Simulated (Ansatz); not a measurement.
# C₃H₇O+: basis-set convergence

An exercise on one series of results from a longer session: the logs are not shown, and one member is left open.

Program: Ansatz 0.2.0, Gaussian basis. Level of theory: one geometry, several basis sets. These are calculated values, not measurements.

Plan: PBE0-D4/def2-SVP; ωB97M-V/def2-SVP; PBE0-D4/def2-QZVPP; ωB97M-V/def2-QZVPP; CCSD(T)/cc-pV(D+d)Z; CCSD(T)/cc-pV(T+d)Z; CCSD(T)/cc-pV(Q+d)Z; the functionals' def2-TZVPP values are taken from earlier runs.

### The geometry

An earlier PBE0-D4 in a triple-zeta def2 set relaxation fixed the geometry.

SMILES `CC(C)=[OH+]`, 11 atoms, charge 1, spin multiplicity 1.

Atoms are counted from 1 here; the program's logs count them from 0.

Bond lengths: C1–C2 1.456 Å, C1–H5 1.087 Å, C1–H6 1.098 Å, C1–H7 1.098 Å, C2–C3 1.469 Å, C2–O4 1.272 Å, C3–H8 1.087 Å, C3–H9 1.097 Å, C3–H10 1.097 Å, O4–H11 0.975 Å. Angles: C2–C1–H5 112.8°, C2–C1–H6 108.3°, C2–C1–H7 108.3°, H5–C1–H6 111.1°, H5–C1–H7 111.1°, H6–C1–H7 104.8°, C1–C2–C3 123.1°, C1–C2–O4 116.2°, C3–C2–O4 120.7°, C2–C3–H8 112.0°, C2–C3–H9 109.3°, C2–C3–H10 109.5°, H8–C3–H9 109.4°, H8–C3–H10 109.5°, H9–C3–H10 106.9°, C2–O4–H11 114.4°.

The first run:

The input, in.yaml:

```yaml
crystal:
  periodic: [false, false, false]
  atoms:
    - {symbol: C, position_ang: [-0.409425, 1.164346, -0.683962]}
    - {symbol: C, position_ang: [-0.158242, -0.199036, -0.240050]}
    - {symbol: C, position_ang: [0.606763, -0.519109, 0.971982]}
    - {symbol: O, position_ang: [-0.641333, -1.124330, -0.966220]}
    - {symbol: H, position_ang: [-0.991925, 1.207501, -1.600824]}
    - {symbol: H, position_ang: [-0.910741, 1.705204, 0.129511]}
    - {symbol: H, position_ang: [0.557154, 1.671112, -0.804932]}
    - {symbol: H, position_ang: [0.946383, 0.375344, 1.488138]}
    - {symbol: H, position_ang: [1.473075, -1.136114, 0.702295]}
    - {symbol: H, position_ang: [-0.014437, -1.119019, 1.648508]}
    - {symbol: H, position_ang: [-0.457291, -2.025888, -0.644446]}
basis:
  gaussian: {orbitals: def2-SVP}
total_charge: 1
hamiltonian: {xc: pbe0, dispersion: d4}
output: {orbitals: {seedname: orbitals}}
```

On the command line:

```bash
> ansatz run in.yaml --threads 2 --pin off --events-out ev --progress --plain --max-ram 32768MiB --backend cpu
```

Among the steps run: PBE0-D4 in def2-SVP; ωB97M-V in def2-SVP; PBE0-D4 in def2-QZVPP; ωB97M-V in def2-QZVPP.

One of the session's tables, all rows but one given; the rest of the session is left out.

It belongs to the step «Functionals by basis». 

| functional | basis | HOMO (eV) | LUMO (eV) |
| --- | --- | --- | --- |
| PBE0-D4 | def2-SVP | -16.55 | -7.95 |
| PBE0-D4 | def2-TZVPP | -16.50 | -7.90 |
| PBE0-D4 | def2-QZVPP | -16.50 | -7.92 |
| ωB97M-V | def2-SVP | -18.90 | -5.62 |
| ωB97M-V | def2-TZVPP | ? | ? |
| ωB97M-V | def2-QZVPP | -18.87 | -5.60 |

**Question.** Estimate the row for ωB97M-V, def2-TZVPP.

As computed: HOMO (eV): -18.87; LUMO (eV): -5.58.
